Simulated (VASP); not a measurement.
Write the native input for VASP 6.6.1 that does the following.

```yaml
Task: band structure
Functional: TB-mBJ
Potentials_or_basis: VASP PAW PBE potentials, release 64 (Ir)
Cutoff: 520 eV
k_mesh: 11 × 11 × 6
Occupations: fermi-dirac, width 0.05 eV
Spin: no spin polarisation
Further_INCAR_settings: ALGO = Normal; EDIFF = 1e-06; NBANDS = 16
```

Crystal: Ir.

```
CELL_PARAMETERS angstrom
2.75138 0.00000 0.00000
-1.37569 2.38276 0.00000
0.00000 0.00000 4.46229
ATOMIC_POSITIONS crystal
Ir 0.33333 0.66667 0.25000
Ir 0.66667 0.33333 0.75000
```

This isn't the form of Ir at room conditions, which is fcc.

The input as run:

POSCAR

```
Ir
1.0
    2.7513778946      0.0000000000      0.0000000000
   -1.3756889473      2.3827631521      0.0000000000
    0.0000000000      0.0000000000      4.4622900000
Ir
2
Direct
    0.3333333333      0.6666666667      0.2500000000
    0.6666666667      0.3333333333      0.7500000000
```

INCAR.step1

```
SYSTEM = Ir
PREC = Accurate
ENCUT = 520
EDIFF = 1E-5
ISMEAR = -1
SIGMA = 0.05
LREAL = .FALSE.
LASPH = .TRUE.
NELM = 100
ALGO = Normal
ISIF = 2
LWAVE = .TRUE.
LCHARG = .FALSE.
LMAXMIX = 4
NBANDS = 16
GGA = PE
```

INCAR.step2

```
SYSTEM = Ir
PREC = Accurate
ENCUT = 520
EDIFF = 1E-6
ISMEAR = -1
SIGMA = 0.05
LREAL = .FALSE.
LASPH = .TRUE.
NELM = 100
ALGO = Normal
ISIF = 2
LWAVE = .FALSE.
LCHARG = .FALSE.
LMAXMIX = 4
METAGGA = MBJ
NBANDS = 16
ISTART = 1
```

KPOINTS

```
Automatic mesh
0
G
  11 11 6
  0 0 0
```

KPOINTS_OPT

```
path GMKGALHA,LM,KH
10
line-mode
reciprocal
 0.0000000000  0.0000000000  0.0000000000  G
 0.5000000000  0.0000000000  0.0000000000  M

 0.5000000000  0.0000000000  0.0000000000  M
 0.3333333333  0.3333333333  0.0000000000  K

 0.3333333333  0.3333333333  0.0000000000  K
 0.0000000000  0.0000000000  0.0000000000  G

 0.0000000000  0.0000000000  0.0000000000  G
 0.0000000000  0.0000000000  0.5000000000  A

 0.0000000000  0.0000000000  0.5000000000  A
 0.5000000000  0.0000000000  0.5000000000  L

 0.5000000000  0.0000000000  0.5000000000  L
 0.3333333333  0.3333333333  0.5000000000  H

 0.3333333333  0.3333333333  0.5000000000  H
 0.0000000000  0.0000000000  0.5000000000  A

 0.5000000000  0.0000000000  0.5000000000  L
 0.5000000000  0.0000000000  0.0000000000  M

 0.3333333333  0.3333333333  0.0000000000  K
 0.3333333333  0.3333333333  0.5000000000  H
```

Potentials or basis: VASP PAW PBE potentials, release 64 (Ir).

The run is started by

```sh
$ cat potpaw_PBE.64/Ir/POTCAR > POTCAR
$ cp INCAR.step1 INCAR
$ mpirun -np 1 vasp_std > vasp.out
$ cp INCAR.step2 INCAR
$ mpirun -np 1 vasp_std > vasp.out
```

It gave:

```json
{"Band gap along the path": "none (metal or under the smearing width)"}
```

Caveat: spin-orbit coupling is left out, which moves the levels of the heavy elements.

Wall time 49 s on 1 thread of Intel(R) Xeon(R) Platinum 8488C (Sapphire Rapids), with other jobs on the host, peak memory 0.18 GiB.
